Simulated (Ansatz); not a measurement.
Input:

BeO:
```xyz
4
Lattice="2.6859 0.0000 0.0000 -1.3430 2.3261 0.0000 0.0000 0.0000 4.3598" Properties=species:S:1:pos:R:3 pbc="T T T"
Be     0.0000     1.5507     4.3590
Be     1.3430     0.7754     2.1791
O      0.0000     1.5507     1.6466
O      1.3430     0.7754     3.8265
```

This is the HSE06-relaxed structure.

### Question
All from the program Ansatz at the HSE06 level (PAW), unless another level is named. Give the band gap.

### Answer
9.64 eV (direct).

### Question
Predict the valence-band maximum.

### Answer
at Γ.

Space group P6_3mc (wurtzite). The cell was relaxed with HSE06 under the symmetry of its start. The hybrid was solved on a coarse mesh, the path and, where they were found, the r²SCAN edge points; its band edges are the extreme levels among these.

Potentials: the later of the program's two PAW sets.
